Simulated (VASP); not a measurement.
# Al2O3 (R-3c) in VASP: notebook

One crystal, Al2O3, is run at these levels: HSE06, PBE, r2SCAN; tasks: single point.

Everything below comes from runs of VASP 6.6.1. Logs are shortened: lines on timing, memory, paths and dates and some standing lists are left out, and cuts for length are marked.

**The experiment to reproduce.**

From “Multi-petahertz electron interference in Cr:Al2O3 solid-state material”, 2018, pmc:5906618, for a bulk crystal of Al2O3: band gap 8.7 eV (optical).

The runs below are set against these values where they give the same quantity.

**1. The crystal as given**

Symmetry: R-3c, No. 167, trigonal system. The conventional cell has a = 4.754 Å, b = 4.754 Å, c = 12.990 Å, α = 90.00°, β = 90.00°, γ = 120.00°. Al (site symmetry 3) is surrounded by 6 O at 1.85 to 1.97 Å. Around O (site symmetry 2) lie 4 Al at 1.85 to 1.97 Å.

**2. Single point, HSE06**

Input file POSCAR:

```
Al2O3
1.0
    2.3770000000      1.3723615899      4.3300000000
   -2.3770000000      1.3723615899      4.3300000000
    0.0000000000     -2.7447231797      4.3300000000
Al O
4 6
Direct
    0.8522800000      0.8522800000      0.8522800000
    0.6477200000      0.6477200000      0.6477200000
    0.1477200000      0.1477200000      0.1477200000
    0.3522800000      0.3522800000      0.3522800000
    0.0564000000      0.4436000000      0.7500000000
    0.7500000000      0.0564000000      0.4436000000
    0.4436000000      0.7500000000      0.0564000000
    0.9436000000      0.5564000000      0.2500000000
    0.2500000000      0.9436000000      0.5564000000
    0.5564000000      0.2500000000      0.9436000000
```

Input file INCAR.step1:

```
PREC = Accurate
ENCUT = 520
EDIFF = 1E-5
ISMEAR = -1
SIGMA = 0.05
LREAL = False
LASPH = True
NELM = 80
ALGO = Normal
ISIF = 2
LWAVE = True
LCHARG = False
GGA = PE
```

Input file INCAR.step2:

```
PREC = Accurate
ENCUT = 520
EDIFF = 1E-6
ISMEAR = -1
SIGMA = 0.05
LREAL = False
LASPH = True
NELM = 80
ALGO = Normal
ISIF = 2
LWAVE = False
LCHARG = False
GGA = PE
LHFCALC = True
HFSCREEN = 0.2
PRECFOCK = Fast
ISTART = 1
```

Input file KPOINTS:

```
regular mesh
0
Gamma
  3 3 3
```

Potentials or basis: VASP PAW PBE potentials, release 64 (Al, O).

Command:

```sh
$ cat potpaw_PBE.64/Al/POTCAR potpaw_PBE.64/O/POTCAR > POTCAR
$ cp INCAR.step1 INCAR
$ mpirun -np 1 vasp_std > vasp.out
$ cp INCAR.step2 INCAR
$ mpirun -np 1 vasp_std > vasp.out
```

OUTCAR:

```text
PREC = Accurate
   ENCUT = 520
   EDIFF = 1E-6
   ISMEAR = -1
   LREAL = False
   LASPH = True
   NELM = 80
   ISIF = 2
   GGA = PE
   LHFCALC = True
   HFSCREEN = 0.2
   PRECFOCK = Fast
   ISTART = 1

 ion  position               nearest neighbor table
   1  0.852  0.852  0.852-   8 1.85  10 1.85   9 1.85   6 1.97   5 1.97   7 1.97   2 2.66   3 2.79
                             3 2.79   3 2.79   2 3.21   2 3.21   2 3.21
   2  0.648  0.648  0.648-   8 1.85   9 1.85  10 1.85   7 1.97   5 1.97   6 1.97   1 2.66   4 2.79
                             4 2.79   4 2.79   1 3.21   1 3.21   1 3.21
   3  0.148  0.148  0.148-   5 1.85   7 1.85   6 1.85   9 1.97   8 1.97  10 1.97   4 2.66   1 2.79
                             1 2.79   1 2.79   4 3.21   4 3.21   4 3.21
   4  0.352  0.352  0.352-   5 1.85   6 1.85   7 1.85  10 1.97   8 1.97   9 1.97   3 2.66   2 2.79
                             2 2.79   2 2.79   3 3.21   3 3.21   3 3.21
   5  0.056  0.444  0.750-   3 1.85   4 1.85   1 1.97   2 1.97
   6  0.750  0.056  0.444-   4 1.85   3 1.85   1 1.97   2 1.97
   7  0.444  0.750  0.056-   3 1.85   4 1.85   2 1.97   1 1.97
   8  0.944  0.556  0.250-   1 1.85   2 1.85   3 1.97   4 1.97
   9  0.250  0.944  0.556-   2 1.85   1 1.85   3 1.97   4 1.97
  10  0.556  0.250  0.944-   1 1.85   2 1.85   4 1.97   3 1.97

  LATTYP: Found a trigonal (rhomboedric) cell.
 ALAT       =     5.1266368443
 COS(alpha) =     0.5700447559

  Lattice vectors:

 A1 = (   2.3770000000,   1.3723615899,   4.3300000000)
 A2 = (  -2.3770000000,   1.3723615899,   4.3300000000)
 A3 = (   0.0000000000,  -2.7447231797,   4.3300000000)

Analysis of symmetry for initial positions (statically):
=====================================================================
 Subroutine PRICEL returns:
 Original cell was already a primitive cell.

 Routine SETGRP: Setting up the symmetry group for a
 trigonal (rhombohedral) supercell.

 Subroutine GETGRP returns: Found 12 space group operations
 (whereof  6 operations were pure point group operations)
 out of a pool of 12 trial point group operations.

The static configuration has the point symmetry S_6 .
 The point group associated with its full space group is D_3d.

Analysis of symmetry for dynamics (positions and initial velocities):
=====================================================================
 Subroutine PRICEL returns:
 Original cell was already a primitive cell.

 Routine SETGRP: Setting up the symmetry group for a
 trigonal (rhombohedral) supercell.

 Subroutine GETGRP returns: Found 12 space group operations
 (whereof  6 operations were pure point group operations)
 out of a pool of 12 trial point group operations.

The dynamic configuration has the point symmetry S_6 .
 The point group associated with its full space group is D_3d.

 Subroutine INISYM returns: Found 12 space group operations
 (whereof  6 operations are pure point group operations),
 and found     1 'primitive' translations

----------------------------------------------------------------------------------------

                                     Primitive cell

  volume of cell :      84.7494

  direct lattice vectors                    reciprocal lattice vectors
     2.377000000  1.372361590  4.330000000     0.210349180  0.121445155  0.076982294
    -2.377000000  1.372361590  4.330000000    -0.210349180  0.121445155  0.076982294
     0.000000000 -2.744723180  4.330000000     0.000000000 -0.242890311  0.076982294

  length of vectors
     5.126636844  5.126636844  5.126636844     0.254797914  0.254797914  0.254797914

  position of ions in fractional coordinates (direct lattice)
     0.852280000  0.852280000  0.852280000
     0.647720000  0.647720000  0.647720000
     0.147720000  0.147720000  0.147720000
     0.352280000  0.352280000  0.352280000
     0.056400000  0.443600000  0.750000000
     0.750000000  0.056400000  0.443600000
     0.443600000  0.750000000  0.056400000
     0.943600000  0.556400000  0.250000000
     0.250000000  0.943600000  0.556400000
     0.556400000  0.250000000  0.943600000

  ion indices of the primitive-cell ions
   primitive index   ion index
                 1           1
                 2           2
                 3           3
                 4           4
                 5           5
                 6           6
                 7           7
                 8           8
                 9           9
                10          10

----------------------------------------------------------------------------------------

 KPOINTS: regular mesh

Automatic generation of k-mesh.
 Grid dimensions read from file:
 generate k-points for:    3    3    3

 Generating k-lattice:

  Cartesian coordinates                     Fractional coordinates (reciprocal lattice)
     0.070116393  0.040481718  0.025660765     0.333333333  0.000000000  0.000000000
    -0.070116393  0.040481718  0.025660765     0.000000000  0.333333333  0.000000000
     0.000000000 -0.080963437  0.025660765     0.000000000  0.000000000  0.333333333

  Length of vectors
     0.084932638  0.084932638  0.084932638

  Shift w.r.t. Gamma in fractional coordinates (k-lattice)
     0.000000000  0.000000000  0.000000000

 Subroutine IBZKPT returns following result:
 ===========================================

 Found      6 irreducible k-points:

 Following reciprocal coordinates:
            Coordinates               Weight
  0.000000  0.000000  0.000000      1.000000
  0.333333  0.000000  0.000000      6.000000
  0.333333  0.333333  0.000000      6.000000
 -0.333333  0.333333  0.000000      6.000000
  0.333333  0.333333  0.333333      2.000000
 -0.333333  0.333333  0.333333      6.000000
   k-points           NKPTS =      6   k-points in BZ     NKDIM =     27   number of bands    NBANDS=     30
   number of dos      NEDOS =    301   number of ions     NIONS =     10
   total plane-waves  NPLWV =  64000
   dimension x,y,z NGX =    40 NGY =   40 NGZ =   40
   dimension x,y,z NGXF=    80 NGYF=   80 NGZF=   80
   ions per type =               4   6
   NGX,Y,Z   is equivalent  to a cutoff of  12.97, 12.97, 12.97 a.u.
   NGXF,Y,Z  is equivalent  to a cutoff of  25.94, 25.94, 25.94 a.u.
 SYSTEM =  unknown system
   PREC   = accura    normal or accurate (medium, high low for compatibility)
   ISTART =      1    job   : 0-new  1-cont  2-samecut
   ICHARG =      0    charge: 1-file 2-atom 10-const
   ISPIN  =      1    spin polarized calculation?
   LNONCOLLINEAR =      F non collinear calculations
   LSORBIT =      F    spin-orbit coupling
   LASPH  =      T    aspherical Exc in radial PAW
   ENCUT  =  520.0 eV  38.22 Ry    6.18 a.u.   9.53  9.53  9.53*2*pi/ulx,y,z
   NELM   =     80;   NELMIN=  2; NELMDL=  0     # of ELM steps
   EDIFF  = 0.1E-05   stopping-criterion for ELM
   LREAL  =      F    real-space projection
   EDIFFG = 0.1E-04   stopping-criterion for IOM
   NSW    =      0    number of steps for IOM
   IBRION =     -1    ionic relax: 0-MD 1-quasi-New 2-CG
   NFREE  =      0    steps in history (QN), initial steepest desc. (CG)
   ISIF   =      2    stress and relaxation
   ISYM   =      3    0-nonsym 1-usesym 2-fastsym
   POTIM  = 0.5000    time-step for ionic-motion
   TEBEG  =    0.0;   TEEND  =   0.0 temperature during run
   PSTRESS=    0.0 pullay stress
   NELECT =      48.0000    total number of electrons
   NUPDOWN=      -1.0000    fix difference up-down
   EMIN   =  10.00;   EMAX   =-10.00  energy-range for DOS
   EFERMI =   0.00;   METHOD = LEGACY
   ISMEAR =    -1;   SIGMA  =   0.05  broadening in eV -4-tet -1-fermi 0-gaus
   EFERMI_NEDOS =   21; number of points for ismear=-14 and -15
   IALGO  =     38    algorithm
   IMIX   =      1    mixing-type and parameters
     AMIX     =   0.40;   BMIX     =  1.00
     AMIX_MAG =   1.60;   BMIX_MAG =  1.00
  volume/ion in A,a.u.               =       8.47        57.19
  Fermi-wavevector in a.u.,A,eV,Ry     =   1.354491  2.559618 24.961891  1.834647
  Thomas-Fermi vector in A             =   2.481659
   LORBIT       =      0    0 simple, 1 ext, 2 COOP (PROOUT), +10 PAW based schemes
   GGA     = PE    functional components
   LHFCALC =     T    Hartree Fock is set to
   PRECFOCK=fast      Normal, Fast or Accurate (Low or Medium for compatibility)
   ENCUT4O =  -1.0   cutoff for four orbital integrals eV
   NKREDX  =     1    reduce k-point grid by
   NKREDY  =     1    reduce k-point grid by
   NKREDZ  =     1    reduce k-point grid by
   AEXX    =    0.2500 exact exchange contribution
   HFSCREEN=    0.2000 screening length (either q_TF or 0.3 A-1)
   HFSCREENC=   0.2000 screening length for correlation (either q_TF or 0.3 A-1)
   ENCUTFOCK=  -1.0 apply spherical cutoff to Coloumb kernel
   IVDW    =     0    specifies the selected vdW correction
   LEPSILON=     F    determine dielectric tensor
   LRPA    =     F    only Hartree local field effects (RPA)
 non-spin polarized calculation
  energy-cutoff  :      520.00
  volume of cell :       84.75
 maximum number of plane-waves:      2294
 NGX is ok and might be reduce to    40
  NGX = 20; NGY = 20; NGZ = 20

 number of electron      48.0000013 magnetization

 Free energy of the ion-electron system (eV)
  ---------------------------------------------------
  ext. energy  EPLUGINS =         0.00000000
  ---------------------------------------------------
  free energy    TOTEN  =       -90.42774681 eV

  energy without entropy =      -90.42774681  energy(sigma->0) =      -90.42774681

 E-fermi :   5.9449     XC(G=0):  -9.5742

 val. band max:        4.8737174505   @ k =   0.0000   0.0000   0.0000
 cond. band min:      13.0089540128   @ k =   0.0000   0.0000   0.0000
 fundamental gap:      8.1352365624
 Fermi energy:         5.9449250017

 k-point     1 :       0.0000    0.0000    0.0000
  band No.  band energies     occupation
      1     -16.0445      2.00000
      2     -13.5803      2.00000
      3     -13.2800      2.00000
      4     -13.2800      2.00000
      5     -12.9449      2.00000
      6     -12.9449      2.00000
[... 187 lines left out ...]
     29      17.8840      0.00000
     30      18.5960      0.00000

------------------------ aborting loop because EDIFF is reached ----------------------------------------

  FORCE on cell =-STRESS in cart. coord.  units (eV):
  Direction    XX          YY          ZZ          XY          YZ          ZX
  --------------------------------------------------------------------------------------
  -------------------------------------------------------------------------------------
  Total        0.0133515      0.0133515     -0.3259714      0.0000000     -0.0000000     -0.0000000
  in kB        0.2524075      0.2524075     -6.1624467      0.0000000     -0.0000000     -0.0000000
  external PRESSURE =      -1.8858772 kB  Pullay stress =       0.0000000 kB

 VOLUME and BASIS-vectors are now :
 -----------------------------------------------------------------------------
  energy-cutoff  :      520.00
  volume of cell :       84.75
      direct lattice vectors                 reciprocal lattice vectors
     2.377000000  1.372361590  4.330000000     0.210349180  0.121445155  0.076982294
    -2.377000000  1.372361590  4.330000000    -0.210349180  0.121445155  0.076982294
     0.000000000 -2.744723180  4.330000000     0.000000000 -0.242890311  0.076982294

 POSITION                                       TOTAL-FORCE (eV/Angst)
 -----------------------------------------------------------------------------------
      0.00000      0.00000     11.07112         0.000000     -0.000000     -0.091635
      0.00000      0.00000      8.41388         0.000000      0.000000      0.091635
      0.00000      0.00000      1.91888         0.000000      0.000000      0.091635
      0.00000      0.00000      4.57612         0.000000     -0.000000     -0.091635
     -0.92037     -1.37236      5.41250        -0.029356     -0.000000      0.000000
      1.64869     -0.11089      5.41250         0.014678     -0.025423     -0.000000
     -0.72831      1.48325      5.41250         0.014678      0.025423     -0.000000
      0.92037      1.37236      7.57750         0.029356     -0.000000      0.000000
     -1.64869      0.11089      7.57750        -0.014678      0.025423     -0.000000
      0.72831     -1.48325      7.57750        -0.014678     -0.025423     -0.000000
 -----------------------------------------------------------------------------------
    total drift:                                0.000000     -0.000000      0.000000

  FREE ENERGIE OF THE ION-ELECTRON SYSTEM (eV)
  ---------------------------------------------------
  free  energy   TOTEN  =       -90.4277468105 eV

  energy  without entropy=      -90.4277468104  energy(sigma->0) =      -90.42774681
```

Run time: 9 min. Hardware: 1 thread of Intel Xeon Platinum 8259CL at 2.50GHz (Skylake/Cascade Lake), shared host; peak memory 0.33 GiB.

What came out:

```
Free energy            : -90.4277 eV
Pressure               : -0.2 GPa
Largest force          : 0.092 eV/Å
Band gap on the k mesh : 8.14 eV, direct
```

Forces on the atoms (eV/Å):
```
Al   0.000  0.000 -0.092
Al   0.000  0.000  0.092
Al   0.000  0.000  0.092
Al   0.000  0.000 -0.092
O   -0.029  0.000  0.000
O    0.015 -0.025  0.000
O    0.015  0.025  0.000
O    0.029  0.000  0.000
O   -0.015  0.025  0.000
O   -0.015 -0.025  0.000
```

Caveat: the k mesh is coarse (spacing up to 0.53 Å⁻¹), so the values aren't converged, least of all with exact exchange; the PAW data sets were made with another functional, which shifts forces and pressure a little.

**3. Single point, PBE**

Input file INCAR:

```
ALGO = Normal ; EDIFF = 1E-6
ENCUT = 520 ; GGA = PE
ISIF = 2 ; ISMEAR = -1
LASPH = T ; LCHARG = F
LREAL = F ; LWAVE = F
NELM = 80 ; PREC = Accurate
SIGMA = 0.05
```

Input file KPOINTS:

```
k-points
0
Gamma
  4 4 4
```

POSCAR is that of step 2.

Potentials or basis: VASP PAW PBE potentials, release 64 (Al, O).

Command:

```sh
$ cat potpaw_PBE.64/Al/POTCAR potpaw_PBE.64/O/POTCAR > POTCAR
$ mpirun -np 1 vasp_std > vasp.out
```

Wall time 35 s (1 thread of Intel Xeon Platinum 8488C (Sapphire Rapids), shared host); peak memory 0.22 GiB.

The run converged. Its results:

```yaml
Free_energy: -74.7385 eV
Pressure: 8.1 GPa
Largest_force: 0.057 eV/Å
Band_gap_on_the_k_mesh: 6.26 eV, direct
```

Forces on the atoms (eV/Å):
```
Al   0.000  0.000 -0.057
Al   0.000  0.000  0.057
Al   0.000  0.000  0.057
Al   0.000  0.000 -0.057
O    0.006  0.000  0.000
O   -0.003  0.005  0.000
O   -0.003 -0.005  0.000
O   -0.006  0.000  0.000
O    0.003 -0.005  0.000
O    0.003  0.005  0.000
```

Stress tensor (GPa, compression positive):
```
8.48 0.00 0.00
0.00 8.48 0.00
0.00 0.00 7.22
```

Levels at points of the mesh, in eV from the valence-band top:
```tsv
k point	band 21	band 22	band 23	band 24	band 25	band 26	band 27	band 28
(0.00, 0.00, 0.00)	-0.49	-0.03	-0.03	0.00	6.26	9.18	10.78	11.55
(0.50, 0.00, 0.00)	-0.91	-0.91	-0.27	-0.27	9.50	9.50	9.68	9.68
(0.50, 0.50, 0.00)	-1.02	-0.91	-0.74	-0.25	9.67	9.77	9.97	10.44
(0.50, 0.50, 0.50)	-0.37	-0.37	-0.37	-0.37	8.72	8.72	11.11	11.11
```

(Part 1 of 2 ends here.)
